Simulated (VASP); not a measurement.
Here is a VASP 6.6.1 calculation.

Contents of POSCAR:

```
AlNi3
1.0
    3.5680000000      0.0000000000      0.0000000000
    0.0000000000      3.5680000000      0.0000000000
    0.0000000000      0.0000000000      3.5680000000
Al Ni
1 3
Direct
    0.0000000000      0.0000000000      0.0000000000
    0.0000000000      0.5000000000      0.5000000000
    0.5000000000      0.0000000000      0.5000000000
    0.5000000000      0.5000000000      0.0000000000
```

INCAR.step1

```
  PREC = Accurate
  ENCUT = 520
  ISMEAR = 0
  SIGMA = 0.05
  LREAL = False
  LASPH = True
  NELM = 150
  ISPIN = 2
  MAGMOM = 0 0.5 0.5 0.5
  LMAXMIX = 4
  NBANDS = 28
  GGA = PE
  ALGO = Normal
  EDIFF = 1E-4
  LWAVE = True
  LCHARG = False
```

INCAR.step2

```
  PREC = Accurate
  ENCUT = 520
  EDIFF = 1E-6
  ISMEAR = 0
  SIGMA = 0.05
  LREAL = False
  LASPH = True
  NELM = 150
  ALGO = Normal
  ISIF = 2
  LWAVE = False
  LCHARG = True
  ISPIN = 2
  MAGMOM = 0 0.5 0.5 0.5
  LORBIT = 11
  LMAXMIX = 4
  METAGGA = R2SCAN
  LMIXTAU = True
  LELF = True
  LVHAR = True
  NBANDS = 28
  ISTART = 1
```

The input KPOINTS:

```
regular mesh
0
Gamma
  16 16 16
```

Potentials or basis: VASP PAW PBE potentials, release 64 (Al, Ni).

Command:

```sh
$ cat potpaw_PBE.64/Al/POTCAR potpaw_PBE.64/Ni/POTCAR > POTCAR
$ cp INCAR.step1 INCAR
$ mpirun -np 1 vasp_std > vasp.out
$ cp INCAR.step2 INCAR
$ mpirun -np 1 vasp_std > vasp.out
```

(1) What does it give for the net moment?

(2) What does it give for the pressure?

(3) Predict the site moments.

Results:

(1) 0.88 μB per cell.

(2) -6.4 GPa.

(3) Al -0.02; Ni +0.34 μB.

Caveat: the PAW data sets were made with another functional, which shifts forces and pressure a little.
